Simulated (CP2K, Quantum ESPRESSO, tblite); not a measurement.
# Running C(110) slab, H on the bottom face, stepped (156 atoms) with CP2K, part 3 of 3

How do the settings of CP2K change the result for C(110) slab, H on the bottom face, stepped (156 atoms)? A plane-wave run serves as the yardstick.

Program: CP2K 2026.2; the method stands at each step. Banners, paths, timers and routine set-up lines are dropped from the logs unmarked, and long logs keep their key lines alone; longer cuts are marked.

So far. Step 5 (PBE, SZV-MOLOPT-SR, 450/50 Ry, diagonalisation): Against the first run (2.6 %), the force difference from the reference is 34 %, at 0.40 times the CPU time (on 2 against 4 cores), with 552 basis functions against 1836; this set comes with other potentials too, so the change isn't the basis's alone.

**7. PBE, DZVP-UZH, 315/50 Ry, diagonalisation**

Method: Kohn-Sham DFT, PBE, GTH-PBE pseudopotentials, Gaussian and plane waves, DZVP-MOLOPT (UZH set), diagonalisation.

input.inp

```
&GLOBAL
  PROJECT cell
  RUN_TYPE ENERGY_FORCE
  PRINT_LEVEL LOW
&END GLOBAL
&FORCE_EVAL
  METHOD QS
  &DFT
    BASIS_SET_FILE_NAME BASIS_MOLOPT_UZH
    POTENTIAL_FILE_NAME POTENTIAL_UZH
    &MGRID
      CUTOFF 315
      REL_CUTOFF 50
    &END MGRID
    &QS
      EPS_DEFAULT 1.0E-12
    &END QS
    &SCF
      SCF_GUESS ATOMIC
      EPS_SCF 5.0E-06
      MAX_SCF 200
      ADDED_MOS 66
      &DIAGONALIZATION
        ALGORITHM STANDARD
      &END DIAGONALIZATION
      &SMEAR ON
        METHOD FERMI_DIRAC
        ELECTRONIC_TEMPERATURE [K] 580
      &END SMEAR
      &MIXING
        METHOD BROYDEN_MIXING
        ALPHA 0.2
        NBROYDEN 12
        BETA 0.05
      &END MIXING
      &PRINT
        &RESTART OFF
        &END RESTART
      &END PRINT
    &END SCF
    &XC
      &XC_FUNCTIONAL PBE
      &END XC_FUNCTIONAL
    &END XC
    &PRINT
      &MULLIKEN ON
      &END MULLIKEN
      &HIRSHFELD ON
        SHAPE_FUNCTION DENSITY
      &END HIRSHFELD
      &MO ON
        EIGENVALUES T
        OCCUPATION_NUMBERS T
        MO_INDEX_RANGE 265 288
        &EACH
          QS_SCF 0
        &END EACH
        ADD_LAST NUMERIC
      &END MO
    &END PRINT
  &END DFT
  &SUBSYS
    &CELL
      A 10.08900 0.00000 0.00000
      B 0.00000 10.70100 0.00000
      C 0.00000 0.00000 17.19561
    &END CELL
    &TOPOLOGY
      COORD_FILE_NAME structure.xyz
      COORD_FILE_FORMAT XYZ
    &END TOPOLOGY
    &KIND C
      BASIS_SET DZVP-MOLOPT-PBE-GTH-q4
      POTENTIAL GTH-PBE-q4
    &END KIND
    &KIND H
      BASIS_SET DZVP-MOLOPT-PBE-GTH-q1
      POTENTIAL GTH-PBE-q1
    &END KIND
  &END SUBSYS
  &PRINT
    &FORCES ON
    &END FORCES
  &END PRINT
&END FORCE_EVAL
```

structure.xyz

```xyz
156

C 8.79720 1.82891 5.90411
C 0.00666 0.87235 5.88485
C 10.04834 0.02301 7.15372
C 8.83110 2.70596 7.15888
C 8.87681 1.70381 8.40384
C 0.01221 0.89578 8.39266
C 0.01877 0.02836 9.63642
C 8.84079 2.70050 9.65190
C 8.87085 1.79627 10.86126
C 0.02280 0.84302 10.97716
C 10.08850 0.04687 12.24843
C 1.24337 1.83576 5.90480
C 2.50863 0.92788 5.88210
C 2.52336 10.68859 7.15802
C 1.24932 2.70232 7.13962
C 1.27263 1.80269 8.42998
C 2.55766 0.89867 8.48087
C 2.55221 10.70046 9.72773
C 1.21118 2.72426 9.68835
C 1.26597 1.72254 10.99350
[... 132 atom lines left out ...]
H 3.76340 9.56605 5.01579
H 5.05530 7.44222 4.99928
H 6.32338 9.55353 5.01854
H 7.54566 7.41472 5.01080
```

Run with:

```
$ OMP_NUM_THREADS=1 mpirun -np 4 cp2k.psmp -i input.inp > output.txt
```

Numbers of over 12 decimals in the logs are rounded to 6 here.

The log of the run:

```text
CP2K| version string:                                       CP2K version 2026.2
 CP2K| Input file name                                                 input.inp
 GLOBAL| Basis set file name                                    BASIS_MOLOPT_UZH
 GLOBAL| Potential file name                                       POTENTIAL_UZH
[... lines left out ...]
                        Smear method:                                FERMI_DIRAC
[... lines left out ...]
 Number of electrons:                                                        552
[... lines left out ...]
  Step     Update method      Time    Convergence         Total energy    Change
[... lines left out ...]
  *** SCF run converged in    31 steps ***
[... lines left out ...]
  Fermi energy:                                                 0.088965
  Total energy:                                              -762.896929
  Total energy (extrapolated to T->0):                       -762.893443
[... lines left out ...]
 MO| E(Fermi):            0.088965 a.u.          2.420853 eV
[... lines left out ...]
    156       H      2       1.000          0.962                         0.038
  Total Charge                                                           -0.000
 !-----------------------------------------------------------------------------!
 ENERGY| Total FORCE_EVAL ( QS ) energy [hartree]           -762.896928
 FORCES| Atomic forces [hartree/bohr]
 FORCES|   Atom     x               y               z               |f|
 FORCES|      1  1.41152947E-02 -6.23644224E-02 -1.04190913E-03   6.39503581E-02
 FORCES|      2 -2.20755573E-02  6.78871347E-02  2.95327745E-02   7.72539841E-02
 FORCES|      3  4.00961511E-02 -1.39728877E-02 -2.11509162E-02   4.74373712E-02
[...]
FORCES|    155 -3.13015249E-03  1.19265916E-02 -2.08038790E-02   2.41835238E-02
 FORCES|    156  3.44954008E-03 -8.89777523E-03 -1.82363529E-02   2.05823783E-02
 FORCES| Sum     7.71902807E-04 -2.75454898E-03  3.59370837E-03
 FORCES| Total atomic force                                       4.59326832E-03
```

Wall time 4.3 min (4 MPI ranks of Arm Neoverse V2, shared host); peak memory 3.4 GiB.

Compared with the plane-wave run:

```
r.m.s. force component                          : 1.812 eV/Å
r.m.s. difference of force components           : 46.91 meV/Å
longest difference of force vectors             : 200.9 meV/Å
force difference over r.m.s. force              : 2.64 %
slope of forces against the reference's         : 1.019
correlation of force components                 : 0.9998
energy less the same-level run's                : -0.0312 meV/atom
r.m.s. force difference from the same-level run : 8.054 meV/Å
```

Against the first run (2.6 %), the force difference from the reference is 2.6 %, at 1.1 times the CPU time: the change moves forces by 8.1 meV/Å r.m.s., so most of the difference comes from elsewhere.

**8. Side by side**

Differences are against the plane-wave reference, forces as r.m.s. over components; share is that over the reference's r.m.s. force, slope the least-squares factor from reference forces to these. Total energies of different programs have different zeros and aren't compared.

```tsv
run	Δ force, r.m.s. (meV/Å)	share (%)	slope	cores	CPU time	memory (GiB)
reference	-	-	-	4	30 min	8.9
CP2K PBE, DZVP-UZH, 450/50 Ry, diagonalisation	45.7	2.57	1.019	4	16 min	4.8
CP2K PBEsol, PBE potentials, DZVP-UZH, 450/50 Ry, diagonalisation	98.2	5.53	1.026	4	16 min	4.8
CP2K PBE, DZVP-UZH, 157/50 Ry, diagonalisation (coarse)	163	9.18	1.019	4	14 min	2.0
CP2K PBE, SZV-MOLOPT-SR, 450/50 Ry, diagonalisation (coarse)	601	33.8	1.274	2	6.4 min	3.6
CP2K PBE+D3, DZVP-UZH, 450/50 Ry, diagonalisation	46.3	2.61	1.019	4	16 min	4.9
CP2K PBE, DZVP-UZH, 315/50 Ry, diagonalisation (coarse)	46.9	2.64	1.019	4	17 min	3.4
```

Rows marked coarse were listed beforehand as settings not expected to be converged; some can still land near the reference.

CPU time is summed over cores on a shared host, where runs went side by side, so it is rough. Symmetry, cutoffs, thresholds, outputs and thread counts weren't matched or tuned between programs; memory under MPI is the largest rank's times the ranks.

Mean charges by element (e), by run and scheme:

```tsv
run	scheme	C	H
CP2K PBE, DZVP-UZH, 450/50 Ry, diagonalisation	Mulliken	-0.01	+0.08
CP2K PBE, DZVP-UZH, 450/50 Ry, diagonalisation	Hirshfeld	-0.01	+0.04
CP2K PBEsol, PBE potentials, DZVP-UZH, 450/50 Ry, diagonalisation	Mulliken	-0.02	+0.09
CP2K PBEsol, PBE potentials, DZVP-UZH, 450/50 Ry, diagonalisation	Hirshfeld	-0.01	+0.04
CP2K PBE+D3, DZVP-UZH, 450/50 Ry, diagonalisation	Mulliken	-0.01	+0.08
CP2K PBE+D3, DZVP-UZH, 450/50 Ry, diagonalisation	Hirshfeld	-0.01	+0.04
CP2K PBE, DZVP-UZH, 315/50 Ry, diagonalisation	Mulliken	-0.01	+0.08
CP2K PBE, DZVP-UZH, 315/50 Ry, diagonalisation	Hirshfeld	-0.01	+0.04
```

Within one program, basis, potentials and functional, energies share a zero. Each run against its twin at the usual cutoff or grid and solver:

```tsv
run	twin	Δ energy (meV/atom)	Δ force, r.m.s. (meV/Å)	CPU time over the twin's
CP2K PBE, DZVP-UZH, 157/50 Ry, diagonalisation	DZVP-UZH, 450/50 Ry, diagonalisation	0.105	158	0.87
CP2K PBE, DZVP-UZH, 315/50 Ry, diagonalisation	DZVP-UZH, 450/50 Ry, diagonalisation	-0.0312	8.05	1.1
```

**9. What came out**

```
nearest in forces : a tie at 2.6 % of 3 runs: CP2K PBE, DZVP-UZH, 450/50 Ry, diagonalisation; CP2K PBE+D3, DZVP-UZH, 450/50 Ry, diagonalisation; CP2K PBE, DZVP-UZH, 315/50 Ry, diagonalisation (coarse)
```

In words: The PBE run in local orbitals, coarse settings apart, differs by 2.6 % (CP2K PBE, DZVP-UZH, 450/50 Ry, diagonalisation); basis, grid and potentials can all enter. Rows with another functional or a dispersion term differ by 2.6 % (CP2K PBE+D3, DZVP-UZH, 450/50 Ry, diagonalisation) to 5.5 % (CP2K PBEsol, PBE potentials, DZVP-UZH, 450/50 Ry, diagonalisation), which mixes the change of model with differences of basis and potentials, some of them made for another functional. Runs with settings chosen to be coarse differ by 2.6 % (CP2K PBE, DZVP-UZH, 315/50 Ry, diagonalisation) to 34 % (CP2K PBE, SZV-MOLOPT-SR, 450/50 Ry, diagonalisation), their programs' other errors included. Of the electronic-structure runs that take under half the reference's CPU time, CP2K PBE, DZVP-UZH, 157/50 Ry, diagonalisation comes nearest, at 9.2 % in 14 min against 30 min. CP2K PBE, SZV-MOLOPT-SR, 450/50 Ry, diagonalisation stiffens the forces by a factor of 1.27 while following their directions (correlation 0.988); the slopes of the 6 CP2K runs lie between 1.02 and 1.27. Charges hang on scheme and program or settings: among these rows the mean for H runs from +0.04 to +0.09 e. The runs have no spin polarisation, so any moments at edges, vacancies or dangling bonds can't form. The electronic-structure runs sample only Γ, in a cell whose shortest periodic width is 10 Å, which is coarse for a cell with partly filled levels.

[Also dropped from logs without a mark: logging warnings of Python, and SIESTA's first energy breakdown and zero terms.]

[Logs are printed without paths, hosts, clocks, repeated set-up lines and the standing remarks that a program may print on its own settings, such as how far it seeks lower states.]

[Hosts, paths, dates, database ids (printed as entryN), source tags and the programs' standing remarks are cut or masked in the printed files.]
